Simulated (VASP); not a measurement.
**From an Ansatz input to VASP: RbBr (distorted zincblende)**

Ansatz input

```yaml
crystal:
  lattice:
    - [-0.1538, 3.8094, 3.7582]
    - [3.8067, -0.1634, 3.7678]
    - [3.6826, 3.695, -0.0394]
  atoms:
    - { symbol: Rb, position: [0.9997, 0.0012, 0.9947] }
    - { symbol: Br, position: [0.2443, 0.2566, 0.2564] }
kpoints:
  mp_grid: { grid: [6, 6, 6] }
hamiltonian:
  xc: r2scan
scf:
  occupations: { method: fermi_dirac, width: 0.02 }
  n_extra_bands: 4
output:
  forces: true
  stress: true
  eigenvalues: true
```

**Question.** Write VASP inputs for this cell and level of theory.

**Answer.** 

INCAR

```
NELM = 120
ISIF = 2
ENCUT = 520
LASPH = .TRUE.
ISMEAR = -1
IBRION = -1
LCHARG = .FALSE.
NBANDS = 15
ALGO = Normal
PREC = Accurate
LREAL = .FALSE.
NSW = 0
METAGGA = R2SCAN
EDIFF = 1E-7
SIGMA = 0.02
LWAVE = .FALSE.
```

KPOINTS

```
KPOINTS created by Atomic Simulation Environment
0
Gamma
6 6 6
0 0 0
```

POSCAR

```
Rb Br
 1.0000000000000000
    -0.1538000000000000    3.8094000000000001    3.7582000000000000
     3.8067000000000002   -0.1634000000000000    3.7677999999999998
     3.6825999999999999    3.6949999999999998   -0.0394000000000000
 Rb  Br
   1   1
Cartesian
  3.5138964000000001  7.4834776000000005  3.7224027200000003
  1.8834445200000001  1.8361059800000001  1.8748435799999998
```

VASP ran with the recommended PBE PAW datasets (16 valence electrons in the cell). Other inputs would serve too.

```json
{"": "gap between bands v and c on the k mesh", "Ansatz": "4.67 eV", "VASP": "4.67 eV"}
{"": "least direct gap on the k mesh", "Ansatz": "4.77 eV", "VASP": "4.77 eV"}
{"": "pressure", "Ansatz": "0.5 GPa", "VASP": "0.5 GPa"}
{"": "largest force", "Ansatz": "0.23 eV/Å", "VASP": "0.23 eV/Å"}
```

Datasets and cutoffs are each program's own. VASP's cell holds 16 valence electrons and Ansatz's 16. Ansatz's stress includes a Pulay correction; VASP's doesn't.
